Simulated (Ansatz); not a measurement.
We look at the formation energy of GeTe (R3m) from the elements. Reaction: Te (P3₁21) + Ge (diamond) → GeTe (R3m). A negative value means that the right-hand side lies lower. The value is per atom of the solid.

GeTe (R3m), 2 atoms in the cell; this is a cell whose start was taken from, or built on, an entry of a structure database, and that this text hasn't matched to a measured one, k-point mesh 10×10×10 on the run's own vectors.
```yaml
crystal:
  lattice:
    - [-2.10939, 3.65357, 0.00000]
    - [-4.21878, 0.00000, 0.00000]
    - [-2.10939, 1.21786, 3.68624]
  atoms:
    - { symbol: Ge, position: [0.99333, 0.99333, 0.02002] }
    - { symbol: Te, position: [0.52768, 0.52768, 0.41696] }
```

Te (P3₁21), 3 atoms in the cell, k-point mesh 12×12×6 on the run's own vectors. Conventional cell: a = 4.317 Å, b = 4.317 Å, c = 5.967 Å, α = 90.00°, β = 90.00°, γ = 120.00°.

Ge (diamond, Fd-3m), 2 atoms in the cell, k-point mesh 10×10×10 on the run's own vectors. Conventional cell: a = b = c = 5.700 Å, α = β = γ = 90.00°.

All numbers come from Ansatz (an electronic-structure program), plane waves with PAW, its PAW set soft_1, cutoff 420 eV, 500 eV for r2SCAN. The structures are at rest with PBE+D3(BJ); other levels are single points on them. HSE06 runs on coarser k-point meshes, mended by the PBE difference between the two meshes. Neutral cells; Fermi-Dirac smearing of at most 0.05 eV in the solids, energies taken to zero width. The lattices are those relaxed with PBE+D3(BJ), so at other levels the solids can be strained, which adds to the spread. A dispersion term (D3(BJ), or D4 for r2SCAN) was computed beside these levels and is taken off wherever the name lacks it. Space groups of crystals are read within 0.01 Å. No zero-point or thermal terms. Spin-orbit coupling is left out.

Problem. Give the value at the level r2SCAN.

Solution. -0.04 eV/atom, for Te (P3₁21) + Ge (diamond) → GeTe (R3m).

Problem. What do the other levels give, and how wide is the spread?

Solution. 
```json
[
 {"Functional": "r2SCAN+D4", "value (eV/atom)": "-0.05", "less r2SCAN": "-0.01"},
 {"Functional": "HSE06", "value (eV/atom)": "-0.07", "less r2SCAN": "-0.03"}
]
```

The levels shown span 0.03 eV/atom, from HSE06 (-0.07) to r2SCAN (-0.04).
